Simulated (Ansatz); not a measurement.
## Au: course of a relaxation

The calculation used DFT PBE, scalar-relativistic, plane waves, PAW in Ansatz 0.2.0. Run with 420 eV cutoff, 18×18×18 k-mesh, Gaussian smearing of 0.10 eV, no spin polarisation.

What was changed in Cu: Cu → Au on all its sites, cell and atoms relaxed.

Spin–orbit coupling is left out, which can shift energies with elements as heavy as these.

Command:

```bash
ansatz run input.yaml --threads 1 --pin off --max-ram 1331MiB --backend cpu --events-out ev --progress --plain --runs-dir out
```

Input:

```yaml
crystal:
  lattice:
    - [-1.7188750737, 1.7188750737, 1.5236064787]
    - [1.7188750737, -1.7188750737, 1.5236064787]
    - [1.7188750737, 1.7188750737, -1.5236064787]
  atoms:
    - { symbol: Au, position: [0.0, 0.0, 0.0] }
basis:
  ecutwfc: 420
kpoints:
  mp_grid: { grid: [18, 18, 18] }
hamiltonian:
  xc: pbe
scf:
  occupations: { method: gaussian, width: 0.1 }
output:
  forces: true
  stress: true
  eigenvalues: true
relax:
  adjacent_minimum: "off"
  f_tol: 0.01
  max_steps: 60
  cell: { stress_tol: 0.1 }
```

F is the free energy. Steps run on the plane waves of an earlier cell, but the last one, and at times one on the way, on a freshly chosen basis, so a repeated geometry can differ a little in energy.

Steps:

| step | F − F(1) (eV) | largest force component (eV/Å) | V (Å³/atom) | P (GPa) |
| --- | --- | --- | --- | --- |
| 1 | 0.0000 | 0.000 | 18.006 | 0.20 |
| 2 | -0.0004 | 0.000 | 18.078 | -0.29 |
| 3 | -0.0011 | 0.000 | 18.098 | 0.22 |
| 4 | -0.0015 | 0.000 | 18.085 | -0.12 |
| 5 | -0.0016 | 0.000 | 18.089 | 0.01 |
| 6 | -0.0017 | 0.000 | 18.089 | 0.01 |

Relaxed structure:

```yaml
crystal:
  lattice:
    - [-1.74742, 1.74742, 1.48101]
    - [1.74742, -1.74742, 1.48101]
    - [1.74742, 1.74742, -1.48101]
  atoms:
    - { symbol: Au, position: [0.00000, 0.00000, 0.00000] }
```

Symmetry: I4/mmm, No. 139, tetragonal system. Conventional cell: a = 3.495 Å, b = 3.495 Å, c = 2.962 Å, α = 90.00°, β = 90.00°, γ = 90.00°. Around Au (site symmetry 4/mmm) lie 10 Au at 2.88 to 2.96 Å.

The run converged. The run took of the order of 70 core-seconds.